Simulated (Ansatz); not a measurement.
Input and command of a calculation in Ansatz (plane waves; scalar-relativistic PAW potentials unless the input names others):

```yaml
crystal:
  lattice:
    - [2.2133317767, 0.0, 0.0]
    - [0.0, 2.2133317767, 0.0]
    - [0.0, 0.0, 3.9264138693]
  atoms:
    - { symbol: H, position: [0.5, 0.5, 0.0] }
    - { symbol: F, position: [0.0, 0.0, 0.0] }
basis:
  ecutwfc: 420
kpoints:
  mp_grid: { grid: [10, 10, 6] }
hamiltonian:
  xc: pbe
scf:
  occupations: { method: gaussian, width: 0.02 }
  mixing_beta: 0.3
  max_iter: 75
output:
  forces: true
  eigenvalues: true
  stress: true
```

```bash
ansatz run input.yaml --threads 1 --pin off --max-ram 2560MiB --backend cpu --events-out ev --progress --plain --runs-dir out
```

Q: Will this input run?

A: The program refuses it, because of a keyword of another program (scf.mixing_beta: not typed → 0.3). Without that key it is accepted.

Abridged log:
```
Error: YAML parse error: error: line 17 column 3: unknown field `mixing_beta`, expected one of max_iter, algorithm, n_extra_bands, self_checks, convergence, lower_state_search, omitted_lower_state_checks, lower_solution_reach, mixing, occupations, eigensolver, initial_density, exx
  --> <input>:17:3
   |
15 | scf:
16 |   occupations: { method: gaussian, width: 0.02 }
17 |   mixing_beta: 0.3
   |   ^ unknown field `mixing_beta`, expected one of max_iter, algorithm, n_extra_bands, self_checks, convergence, lower_state_search, omitted_lower_state_checks, lower_solution_reach, mixing, occupations, eigensolver, initial_density, exx
18 |   max_iter: 75
19 | output:
   |
```